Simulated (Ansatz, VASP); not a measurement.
W in VASP and in Ansatz

```xyz
1
Lattice="0.0000 2.0277 2.0277 2.0277 0.0000 2.0277 2.0277 2.0277 0.0000" Properties=species:S:1:pos:R:3 pbc="T T T"
W     0.0000    0.0000    0.0000
```

Alike in both runs: task single point; functional RPBE; k mesh 15 × 15 × 15; occupations fermi-dirac, width 0.1 eV; no spin polarisation.

```csv
,VASP,Ansatz
version,VASP 6.6.1,Ansatz 0.2.0
potentials or method,"VASP PAW PBE potentials, release 64 (W_sv)","plane waves (420 eV) with PAW, scalar-relativistic"
plane-wave cutoff (eV),520,420
valence electrons in the cell,14,14
```

Ansatz gave:

- pressure (GPa): -0.2

Q: What did VASP give for the same quantities?

A: Pressure (GPa): 0.2.

With one functional, cell and mesh, what is left measures potentials, basis and numerics.

Caveats: the PAW data sets were made with another functional, which shifts forces and pressure a little (VASP). Spin-orbit coupling is left out, which matters for the levels of W.
